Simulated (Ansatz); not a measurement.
CuI:

```
CELL_PARAMETERS angstrom
4.09020 0.00000 0.00000
0.00000 4.09020 0.00000
0.00000 0.00000 6.55146
ATOMIC_POSITIONS crystal
I 0.00000 0.50000 0.74303
I 0.50000 0.00000 0.25697
Cu 0.00000 0.00000 0.00000
Cu 0.50000 0.50000 0.00000
```

Measurements of this composition are mostly on another form, of space group No. 216.

Program: Ansatz 0.2.0. Alike in all runs: task band structure; potentials or basis Ansatz PAW; no spin polarisation; cell as given; k mesh 7 × 7 × 4; smearing fermi-dirac 0.05 eV.

**Question.** Order these runs on this cell by their pressure, lowest first.
A. level LDA; cutoff (eV) 420
B. level r2SCAN; cutoff (eV) 500
C. level PBEsol; cutoff (eV) 420

**Answer.** A (-3.6 GPa), C (-1.7 GPa), B (0.2 GPa).

Caveats: the PAW data sets come from PBE, with cores solved anew for the run's functional, which leaves a small shift of forces and pressure; this functional lacks dispersion, which binds the layers, so the pressure and a relaxed spacing across them are unreliable (some runs).

Runs at the PBE level aren't shown here.
